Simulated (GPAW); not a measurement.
# Y (P6_3/mmc) in GPAW: notebook

Aim: see how the results for Y move with the level of theory and the settings. Levels: LDA, PBE, PBEsol, RPBE. Tasks: band structure.

Program: GPAW 26.7.0. These are calculated values, not measurements. Logs are shortened: lines on timing, memory, paths and dates and some standing lists are left out, and cuts for length are marked. The log counts tension as positive stress, the text compression.

## 1. The crystal as given

It takes space group P6_3/mmc (No. 194, hexagonal). The conventional cell has a = 3.647 Å, b = 3.647 Å, c = 5.731 Å, α = 90.00°, β = 90.00°, γ = 120.00°. Y (site symmetry -6m2) is surrounded by 12 Y at 3.56 to 3.65 Å.

## 2. Band structure, LDA

The input, run.py:

```python
from ase.dft.bandgap import bandgap
from ase.io import read, write
from ase.units import GPa
from gpaw import GPAW, PW

atoms = read('Y.xyz')

calc = GPAW(mode=PW(600),
            xc='LDA',
            kpts={'size': (8, 8, 5), 'gamma': True},
            occupations={'name': 'fermi-dirac', 'width': 0.05},
            nbands=23,
            convergence={'density': 1e-05, 'energy': 1e-05},
            maxiter=150,
            txt='gpaw.txt')
atoms.calc = calc
energy = atoms.get_potential_energy()
forces = atoms.get_forces()
stress = atoms.get_stress()
calc.write('gs.gpw')
write('result.traj', atoms)
print(f'Energy: {energy:.6f} eV')
print('Forces (eV/A):')
print(forces.round(4))
print('Stress (GPa):', (stress / GPa).round(3))
print('Fermi level:', round(calc.get_fermi_level(), 4), 'eV')
print(f'Gap: {bandgap(calc)[0]:.4f} eV, direct: {bandgap(calc, direct=True)[0]:.4f} eV')

path = atoms.cell.bandpath('GMKGALHA,LM,KH', npoints=80, eps=1e-4)
bs_calc = calc.fixed_density(kpts=path, symmetry='off', nbands=37,
                             convergence={'bands': 'CBM+6.0', 'eigenstates': 1e-6}, txt='bands.txt')
bs = bs_calc.band_structure()
bs.write('bs.json')
print(f'Gap on the path: {bandgap(bs_calc)[0]:.4f} eV')
```

The input, Y.xyz:

```xyz
2
Lattice="3.6474000000 0.0000000000 0.0000000000 -1.8237000000 3.1587410578 0.0000000000 0.0000000000 0.0000000000 5.7306000000" Properties=species:S:1:pos:R:3 pbc="T T T"
Y      1.8237000002      1.0529136858      4.2979500000
Y     -0.0000000002      2.1058273720      1.4326500000
```

Potentials or basis: the program's PAW data sets (release 1.2.1) made for this functional, pw.

Run with:

```
$ OMP_NUM_THREADS=1 python run.py
```

gpaw.txt:

```text
__  _  _
 | _ |_)|_||  |
 |__||  | ||/\| - 26.7.0

Input parameters:
  mode=PW(ecut=600.0),
  convergence={'density': 1e-05, 'energy': 1e-05},
  kpts=MonkhorstPack(size=(8, 8, 5), gamma=True),
  maxiter=150,
  nbands=23,
  occupations=Occupations(name='fermi-dirac', width=0.05),
  xc=XC(name='LDA')

Diagonalizing LCAO Hamiltonian
Converting LCAO to pw mode

           Y

        Y

Atoms  # Å, Bohr magnetons
|   | symbol |         x |        y |        z |    initial magnetic moments |
|---|--------|-----------|----------|----------|-----------------------------|
| 0 |      Y |  1.823700 | 1.052914 | 4.297950 | ( 0.0000,  0.0000,  0.0000) |
| 1 |      Y | -0.000000 | 2.105827 | 1.432650 | ( 0.0000,  0.0000,  0.0000) |

Unit cell  # Å
| periodic |         x |        y |        z |  lengths |     angles |
|----------|-----------|----------|----------|----------|------------|
|      yes |  3.647400 | 0.000000 | 0.000000 | 3.647400 |  90.000000 |
|      yes | -1.823700 | 3.158741 | 0.000000 | 3.647400 |  90.000000 |
|      yes |  0.000000 | 0.000000 | 5.730600 | 5.730600 | 120.000000 |

Number of symmetries: 12
Symmetry operations  # r_c * U_cc + t_c -> r_c
|    | kind |            matrix            |
|----|------|------------------------------|
|  0 |  σ   |  1, 1, 0,  0,-1, 0,  0, 0, 1 |
|  1 |  S6  |  1, 1, 0, -1, 0, 0,  0, 0,-1 |
|  2 |  E   |  1, 0, 0,  0, 1, 0,  0, 0, 1 |
|  3 |  C2  |  1, 0, 0, -1,-1, 0,  0, 0,-1 |
|  4 |  C2  |  0, 1, 0,  1, 0, 0,  0, 0,-1 |
|  5 |  C3  |  0, 1, 0, -1,-1, 0,  0, 0, 1 |
|  6 |  S6  |  0,-1, 0,  1, 1, 0,  0, 0,-1 |
|  7 |  σ   |  0,-1, 0, -1, 0, 0,  0, 0, 1 |
|  8 |  σ   | -1, 0, 0,  1, 1, 0,  0, 0, 1 |
|  9 |  i   | -1, 0, 0,  0,-1, 0,  0, 0,-1 |
| 10 |  C3  | -1,-1, 0,  1, 0, 0,  0, 0, 1 |
| 11 |  C2  | -1,-1, 0,  0, 1, 0,  0, 0,-1 |

BZ-sampling:
  Number of BZ points: 320
  Number of IBZ points: 40

  Monkhorst-Pack size: [8, 8, 5]
  Monkhorst-Pack shift: [0.0625, 0.0625, 0.0]

K-points  # in reciprocal-cell coordinates
|     |                                coordinates |     weight |
|-----|--------------------------------------------|------------|
|   0 | (  0.00000000,   0.00000000,   0.00000000) | 0.00312500 |
|   1 | (  0.00000000,   0.00000000,   0.20000000) | 0.00625000 |
|   2 | (  0.00000000,   0.00000000,   0.40000000) | 0.00625000 |
|   3 | (  0.12500000,   0.00000000,  -0.40000000) | 0.01875000 |
|   4 | (  0.12500000,   0.00000000,  -0.20000000) | 0.01875000 |
|   5 | (  0.12500000,   0.00000000,   0.00000000) | 0.01875000 |
|   6 | (  0.12500000,   0.00000000,   0.20000000) | 0.01875000 |
|   7 | (  0.12500000,   0.00000000,   0.40000000) | 0.01875000 |
|   8 | (  0.25000000,  -0.12500000,   0.00000000) | 0.01875000 |
|   9 | (  0.25000000,  -0.12500000,   0.20000000) | 0.03750000 |
| ... |                                            |            |
|  39 | (  0.50000000,   0.50000000,   0.40000000) | 0.01875000 |

Plane wave coefficients: 2243
Cutoff: 600.0 eV

Spin-components: 1 (collinear spins)
Bands:           23
Projectors:      12
Spin-degeneracy: 2
Datatype:        complex128

Parallelization:
  kpt:    1
  domain: 1
  band:   1

Density:
  Valence electrons: 22.0
  Components: 1
  Grid points: [21 21 35]
  Charge: 0.0  # |e|

Potential:
  Grid points: [21 21 35]

species:
  Y:
    name:    Yttrium
    Z:       39.0
    valence: 11
    core:    28
    charge:  0.0  # [|e|]
    compensation charges:
      type: gauss
      rc: 0.40  # [Å]
      lmax: 2
    cutoffs:
      filter: 2.39  # [Å]
      core: 1.70  # [Å]
    projectors
    | kind |    occ | energy [eV] | rcut [Å] |
    |------|--------|-------------|----------|
    |   4s |  2.000 |     -47.976 |    1.328 |
    |   5s |  2.000 |      -4.228 |    1.328 |
    |   4p |  6.000 |     -27.951 |    1.318 |
    |   5p |  0.000 |      -1.496 |    1.318 |
    |   4d |  1.000 |      -2.645 |    1.286 |
    |    d |        |      24.567 |    1.286 |

    Using partial waves for Y as LCAO basis

Reference energy: -183975.772846  # eV

eigensolver:
  PPCG
  Converge bands: occupied
  niter=2

density mixing:
  MSR1-Mixer
  Pratt-step length: 0.05
  Maximum mixing coefficient: 0.75
  Old densities: 10
  SVD Regularization: 0.005
  Good broyden scale: 1.0
  Trust region scale: 1.0
  Backstep threshold: 4.0
  History deletion threshold: 6.0
  Fourier metric: weight=20.0, sigma=0.015

occupation numbers:
  Fermi-Dirac:
    width: 0.0500  # eV

poisson solver:
  ecut: 4800.0  # eV

xc functional:
  name: None

convergence criteria:
[... 6 lines left out ...]
|iter     | |      energy | eigst |  dens |
|---------|-|-------------|-------|-------|
|iter:   1| |  -10.524438 | -0.30 |       |
|iter:   2| |  -10.501917 | -2.58 | -1.43 |
|iter:   3| |  -10.385744 | -1.83 | -1.46 |
|iter:   4| |  -10.388608 | -3.40 | -2.03 |
|iter:   5| |  -10.389505 | -4.78 | -2.38 |
|iter:   6| |  -10.389510 | -6.50 | -3.63 |
|iter:   7| |  -10.389511c| -7.00 | -4.08 |
|iter:   8| |  -10.389511c| -7.51c| -4.10 |
|iter:   9| |  -10.389511c| -8.54c| -5.03c|

Converged in 9 steps
Energy contributions relative to reference atoms: (reference = -183975.772846)

Energy contributions:
  Kinetic:          -3.755247
  Coulomb:           4.452703
  Zero:             -0.286876
  External:          0.000000
  Xc:              -10.779777
  Entropy:          -0.040627
  Spinorbit:         0.000000
  ----------------------------
  Free energy:     -10.409824
  Extrapolated:    -10.389511

dipole moment: (0.000000, 0.000001, 0.000001)  # |e|*Ang

Fermi level: 6.132
Eigenvalues  # (at kpt = [0.000, 0.000, 0.000])
| band index |      eig [eV] | occ [0-2] |
|------------|---------------|-----------|
|          0 |       -36.433 |     2.000 |
|        ... |               |           |
|          2 |       -16.765 |     2.000 |
|          3 |       -16.296 |     2.000 |
|          4 |       -16.296 |     2.000 |
|          5 |       -16.208 |     2.000 |
|          6 |       -16.208 |     2.000 |
|          7 |       -16.174 |     2.000 |
[... 8 lines left out ...]
|         16 |         8.864 |     0.000 |
|         17 |         8.864 |     0.000 |
|        ... |               |           |
|         22 |        16.756 |     0.000 |

No gap
No difference between direct/indirect transitions

Forces  # eV/Ang
|        x |       y |        z |
|----------|---------|----------|
|  0.00000 | 0.00000 | -0.00002 |  # Y    0
| -0.00000 | 0.00000 |  0.00002 |  # Y    1

Stress tensor  # eV/Ang^3
|         x |         y |         z |
|-----------|-----------|-----------|
|  0.022955 | -0.000000 |  0.000000 |
| -0.000000 |  0.022955 | -0.000000 |
|  0.000000 | -0.000000 |  0.026074 |

# Writing to gs.gpw (mode='')
```

Run time: 80 s. Hardware: 1 thread of Arm Neoverse V2, shared host; peak memory 0.35 GiB.

What came out:

```
Free energy             : -10.4098 eV
Pressure                : -3.8 GPa
Band gap along the path : none (metal or under the smearing width)
```

Levels at the corners of the path, in eV from the Fermi level:
| point | band 7 | band 8 | band 9 | band 10 | band 11 | band 12 | band 13 | band 14 |
| --- | --- | --- | --- | --- | --- | --- | --- | --- |
| Γ | -22.34 | -22.31 | -4.64 | -1.85 | 0.93 | 1.71 | 1.71 | 1.99 |
| M | -22.46 | -22.40 | -1.66 | -1.17 | -0.80 | -0.07 | 1.37 | 1.44 |
| K | -22.55 | -22.54 | -0.68 | -0.64 | -0.64 | -0.41 | 1.05 | 1.05 |
| Γ | -22.34 | -22.31 | -4.64 | -1.85 | 0.93 | 1.71 | 1.71 | 1.99 |
| A | -22.38 | -22.38 | -3.22 | -3.22 | 0.93 | 0.93 | 1.63 | 1.63 |
| L | -22.45 | -22.45 | -1.63 | -1.63 | 0.07 | 0.07 | 1.40 | 1.40 |
| H | -22.41 | -22.41 | -0.39 | -0.39 | -0.35 | -0.35 | 0.43 | 0.43 |
| A | -22.38 | -22.38 | -3.22 | -3.22 | 0.93 | 0.93 | 1.63 | 1.63 |
| L | -22.45 | -22.45 | -1.63 | -1.63 | 0.07 | 0.07 | 1.40 | 1.40 |
| M | -22.46 | -22.40 | -1.66 | -1.17 | -0.80 | -0.07 | 1.37 | 1.44 |
| K | -22.55 | -22.54 | -0.68 | -0.64 | -0.64 | -0.41 | 1.05 | 1.05 |
| H | -22.41 | -22.41 | -0.39 | -0.39 | -0.35 | -0.35 | 0.43 | 0.43 |

## 3. Band structure, PBE

run.py, as its differences from that of step 2:

```diff
@@ -1,10 +1,18 @@
+from ase import Atoms
 from ase.dft.bandgap import bandgap
-from ase.io import read, write
-from ase.units import GPa
+from ase.io import write
+from ase.units import Bohr, GPa
 from gpaw import GPAW, PW
+from gpaw.elf import elf_from_dft_calculation
 
-atoms = read('Y.xyz')
+atoms = Atoms(['Y', 'Y'],
+              cell=[[3.6474, 0.0, 0.0],
+                    [-1.8237, 3.1587410578, 0.0],
+                    [0.0, 0.0, 5.7306]],
+              scaled_positions=[[0.6666666667, 0.3333333333, 0.75],
+                                [0.3333333333, 0.6666666667, 0.25]],
+              pbc=True)
 
 calc = GPAW(mode=PW(600),
-            xc='LDA',
+            xc='PBE',
             kpts={'size': (8, 8, 5), 'gamma': True},
@@ -28,2 +36,7 @@
 
+# fields on the real-space grid
+write('density.cube', atoms, data=calc.get_pseudo_density() * Bohr**3)
+write('potential.cube', atoms, data=calc.get_electrostatic_potential())
+write('elf.cube', atoms, data=elf_from_dft_calculation(calc).data)
+
 path = atoms.cell.bandpath('GMKGALHA,LM,KH', npoints=80, eps=1e-4)
```

Potentials or basis: GPAW PAW data sets (gpaw-data 1.2.1), pw.

Run with:

```
$ OMP_NUM_THREADS=1 python run.py
```

gpaw.txt:

```text
__  _  _
 | _ |_)|_||  |
 |__||  | ||/\| - 26.7.0

Input parameters:
  mode=PW(ecut=600.0),
  convergence={'density': 1e-05, 'energy': 1e-05},
  kpts=MonkhorstPack(size=(8, 8, 5), gamma=True),
  maxiter=150,
  nbands=23,
  occupations=Occupations(name='fermi-dirac', width=0.05),
  xc=XC(name='PBE')

Diagonalizing LCAO Hamiltonian
Converting LCAO to pw mode

           Y

        Y

Atoms  # Å, Bohr magnetons
|   | symbol |         x |        y |        z |    initial magnetic moments |
|---|--------|-----------|----------|----------|-----------------------------|
| 0 |      Y |  1.823700 | 1.052914 | 4.297950 | ( 0.0000,  0.0000,  0.0000) |
| 1 |      Y | -0.000000 | 2.105827 | 1.432650 | ( 0.0000,  0.0000,  0.0000) |

Unit cell  # Å
| periodic |         x |        y |        z |  lengths |     angles |
|----------|-----------|----------|----------|----------|------------|
|      yes |  3.647400 | 0.000000 | 0.000000 | 3.647400 |  90.000000 |
|      yes | -1.823700 | 3.158741 | 0.000000 | 3.647400 |  90.000000 |
|      yes |  0.000000 | 0.000000 | 5.730600 | 5.730600 | 120.000000 |

Number of symmetries: 12
Symmetry operations  # r_c * U_cc + t_c -> r_c
|    | kind |            matrix            |
|----|------|------------------------------|
|  0 |  σ   |  1, 1, 0,  0,-1, 0,  0, 0, 1 |
|  1 |  S6  |  1, 1, 0, -1, 0, 0,  0, 0,-1 |
|  2 |  E   |  1, 0, 0,  0, 1, 0,  0, 0, 1 |
|  3 |  C2  |  1, 0, 0, -1,-1, 0,  0, 0,-1 |
|  4 |  C2  |  0, 1, 0,  1, 0, 0,  0, 0,-1 |
|  5 |  C3  |  0, 1, 0, -1,-1, 0,  0, 0, 1 |
|  6 |  S6  |  0,-1, 0,  1, 1, 0,  0, 0,-1 |
|  7 |  σ   |  0,-1, 0, -1, 0, 0,  0, 0, 1 |
|  8 |  σ   | -1, 0, 0,  1, 1, 0,  0, 0, 1 |
|  9 |  i   | -1, 0, 0,  0,-1, 0,  0, 0,-1 |
| 10 |  C3  | -1,-1, 0,  1, 0, 0,  0, 0, 1 |
| 11 |  C2  | -1,-1, 0,  0, 1, 0,  0, 0,-1 |

BZ-sampling:
  Number of BZ points: 320
  Number of IBZ points: 40

  Monkhorst-Pack size: [8, 8, 5]
  Monkhorst-Pack shift: [0.0625, 0.0625, 0.0]

K-points  # in reciprocal-cell coordinates
|     |                                coordinates |     weight |
|-----|--------------------------------------------|------------|
|   0 | (  0.00000000,   0.00000000,   0.00000000) | 0.00312500 |
|   1 | (  0.00000000,   0.00000000,   0.20000000) | 0.00625000 |
|   2 | (  0.00000000,   0.00000000,   0.40000000) | 0.00625000 |
|   3 | (  0.12500000,   0.00000000,  -0.40000000) | 0.01875000 |
|   4 | (  0.12500000,   0.00000000,  -0.20000000) | 0.01875000 |
|   5 | (  0.12500000,   0.00000000,   0.00000000) | 0.01875000 |
|   6 | (  0.12500000,   0.00000000,   0.20000000) | 0.01875000 |
|   7 | (  0.12500000,   0.00000000,   0.40000000) | 0.01875000 |
|   8 | (  0.25000000,  -0.12500000,   0.00000000) | 0.01875000 |
|   9 | (  0.25000000,  -0.12500000,   0.20000000) | 0.03750000 |
| ... |                                            |            |
|  39 | (  0.50000000,   0.50000000,   0.40000000) | 0.01875000 |

Plane wave coefficients: 2243
Cutoff: 600.0 eV

Spin-components: 1 (collinear spins)
Bands:           23
Projectors:      12
Spin-degeneracy: 2
Datatype:        complex128

Parallelization:
  kpt:    1
  domain: 1
  band:   1

Density:
  Valence electrons: 22.0
  Components: 1
  Grid points: [21 21 35]
  Charge: 0.0  # |e|

Potential:
  Grid points: [21 21 35]

species:
  Y:
    name:    Yttrium
    Z:       39.0
    valence: 11
    core:    28
    charge:  0.0  # [|e|]
    compensation charges:
      type: gauss
      rc: 0.40  # [Å]
      lmax: 2
    cutoffs:
      filter: 2.39  # [Å]
      core: 1.70  # [Å]
    projectors
    | kind |    occ | energy [eV] | rcut [Å] |
    |------|--------|-------------|----------|
    |   4s |  2.000 |     -47.973 |    1.328 |
    |   5s |  2.000 |      -4.101 |    1.328 |
    |   4p |  6.000 |     -27.921 |    1.318 |
    |   5p |  0.000 |      -1.441 |    1.318 |
    |   4d |  1.000 |      -2.517 |    1.286 |
    |    d |        |      24.695 |    1.286 |

    Using partial waves for Y as LCAO basis

Reference energy: -184182.767865  # eV

eigensolver:
  PPCG
  Converge bands: occupied
  niter=2

density mixing:
  MSR1-Mixer
  Pratt-step length: 0.05
  Maximum mixing coefficient: 0.75
  Old densities: 10
  SVD Regularization: 0.005
  Good broyden scale: 1.0
  Trust region scale: 1.0
  Backstep threshold: 4.0
  History deletion threshold: 6.0
  Fourier metric: weight=20.0, sigma=0.015

occupation numbers:
  Fermi-Dirac:
    width: 0.0500  # eV

poisson solver:
  ecut: 4800.0  # eV

xc functional:
  name: PBE with 2 nearest neighbor stencil

convergence criteria:
[... 6 lines left out ...]
|iter     | |      energy | eigst |  dens |
|---------|-|-------------|-------|-------|
|iter:   1| |   -9.523376 | -0.31 |       |
|iter:   2| |   -9.499989 | -2.80 | -1.40 |
|iter:   3| |   -9.385708 | -1.81 | -1.43 |
|iter:   4| |   -9.390607 | -3.11 | -1.98 |
|iter:   5| |   -9.392071 | -4.24 | -2.33 |
|iter:   6| |   -9.392079 | -6.07 | -3.53 |
|iter:   7| |   -9.392080c| -6.91 | -4.01 |
|iter:   8| |   -9.392080c| -7.41c| -4.09 |
|iter:   9| |   -9.392080c| -8.10c| -4.87 |
|iter:  10| |   -9.392080c| -8.73c| -5.91c|

Converged in 10 steps
Energy contributions relative to reference atoms: (reference = -184182.767865)

Energy contributions:
  Kinetic:           0.981521
  Coulomb:           0.200254
  Zero:             -0.325411
  External:          0.000000
  Xc:              -10.228254
  Entropy:          -0.040380
  Spinorbit:         0.000000
  ----------------------------
  Free energy:      -9.412270
  Extrapolated:     -9.392080

dipole moment: (0.000000, 0.000001, 0.000001)  # |e|*Ang

Fermi level: 6.376
Eigenvalues  # (at kpt = [0.000, 0.000, 0.000])
| band index |      eig [eV] | occ [0-2] |
|------------|---------------|-----------|
|          0 |       -36.298 |     2.000 |
|        ... |               |           |
|          2 |       -16.590 |     2.000 |
|          3 |       -16.127 |     2.000 |
|          4 |       -16.127 |     2.000 |
|          5 |       -16.040 |     2.000 |
|          6 |       -16.040 |     2.000 |
|          7 |       -16.009 |     2.000 |
[... 8 lines left out ...]
|         16 |         9.175 |     0.000 |
|         17 |         9.175 |     0.000 |
|        ... |               |           |
|         22 |        16.935 |     0.000 |

No gap
No difference between direct/indirect transitions

Forces  # eV/Ang
|        x |        y |        z |
|----------|----------|----------|
|  0.00000 | -0.00000 |  0.00001 |  # Y    0
| -0.00000 |  0.00000 | -0.00001 |  # Y    1

Stress tensor  # eV/Ang^3
|         x |         y |        z |
|-----------|-----------|----------|
|  0.000198 | -0.000000 | 0.000000 |
| -0.000000 |  0.000198 | 0.000000 |
|  0.000000 | -0.000000 | 0.002879 |

# Writing to gs.gpw (mode='')
```

stdout:

```text
Energy: -9.392080 eV
Forces (eV/A):
[[ 0. -0.  0.]
 [-0.  0. -0.]]
Stress (GPa): [ 0.032  0.032  0.461  0.     0.    -0.   ]
Fermi level: 6.3757 eV
Gap: 0.0000 eV, direct: 0.0000 eV
Gap on the path: 0.0000 eV
```

Wall time 85 s (1 thread of Arm Neoverse V2, shared host); peak memory 0.35 GiB.

What came out:

| Item | Value |
| --- | --- |
| Free energy | -9.4123 eV |
| Pressure | -0.2 GPa |
| Band gap along the path | none (metal or under the smearing width) |

Levels at the corners of the path, in eV from the Fermi level:
| point | band 6 | band 7 | band 8 | band 9 | band 10 | band 11 | band 12 | band 13 | band 14 | band 15 |
| --- | --- | --- | --- | --- | --- | --- | --- | --- | --- | --- |
| Γ | -22.42 | -22.42 | -22.38 | -4.64 | -1.82 | 0.85 | 1.76 | 1.76 | 2.05 | 2.36 |
| M | -22.62 | -22.53 | -22.47 | -1.64 | -1.16 | -0.79 | -0.11 | 1.39 | 1.49 | 2.06 |
| K | -22.62 | -22.62 | -22.61 | -0.67 | -0.65 | -0.65 | -0.44 | 1.08 | 1.08 | 2.32 |
| Γ | -22.42 | -22.42 | -22.38 | -4.64 | -1.82 | 0.85 | 1.76 | 1.76 | 2.05 | 2.36 |
| A | -22.46 | -22.46 | -22.46 | -3.22 | -3.22 | 0.95 | 0.95 | 1.69 | 1.69 | 1.69 |
| L | -22.54 | -22.53 | -22.53 | -1.62 | -1.62 | 0.08 | 0.08 | 1.37 | 1.37 | 2.78 |
| H | -22.71 | -22.48 | -22.48 | -0.37 | -0.37 | -0.35 | -0.35 | 0.40 | 0.40 | 2.74 |
| A | -22.46 | -22.46 | -22.46 | -3.22 | -3.22 | 0.95 | 0.95 | 1.69 | 1.69 | 1.69 |
| L | -22.54 | -22.53 | -22.53 | -1.62 | -1.62 | 0.08 | 0.08 | 1.37 | 1.37 | 2.78 |
| M | -22.62 | -22.53 | -22.47 | -1.64 | -1.16 | -0.79 | -0.11 | 1.39 | 1.49 | 2.06 |
| K | -22.62 | -22.62 | -22.61 | -0.67 | -0.65 | -0.65 | -0.44 | 1.08 | 1.08 | 2.32 |
| H | -22.71 | -22.48 | -22.48 | -0.37 | -0.37 | -0.35 | -0.35 | 0.40 | 0.40 | 2.74 |

[end of part 1 of 2]
